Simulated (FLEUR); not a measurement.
## KTaO3: equation of state with SCAN

The system is KTaO3.

```
CELL_PARAMETERS angstrom
3.98830 0.00000 0.00000
0.00000 3.98830 0.00000
0.00000 0.00000 3.98830
ATOMIC_POSITIONS crystal
Ta 0.00000 0.00000 0.00000
K 0.50000 0.50000 0.50000
O 0.00000 0.00000 0.50000
O 0.00000 0.50000 0.00000
O 0.50000 0.00000 0.00000
```

* Program: FLEUR MaX-R8.1 (later development tree)
* Task: equation of state
* Functional: SCAN
* Potentials or basis: all-electron
* Basis: FLAPW
* Kmax: 5.58 1/bohr
* k mesh: 7 × 7 × 7
* Occupations: fermi-dirac, width 0.05 eV
* Spin: no spin polarisation

```
Equilibrium volume : 12.63 Å³/atom (rough: see the caveat)
Bulk modulus       : 207 GPa (rough)
```

Energy against volume, from the lowest point:
| volume (Å³/atom) | energy (meV/atom) |
| --- | --- |
| 11.927 | 26.15 |
| 12.180 | 9.99 |
| 12.688 | 0.00 |
| 13.196 | 15.22 |
| 13.449 | 32.16 |

Caveat: the fit is doubtful: noisy points or a state that changes with volume; the cutoff is high for the widest sphere, where the basis turns nearly dependent and energies can drift low; the meta-GGA is that of a development version, with a GGA for the radial functions and cores and without core tails. The run has no spin-orbit coupling, so splittings on Ta are missing.
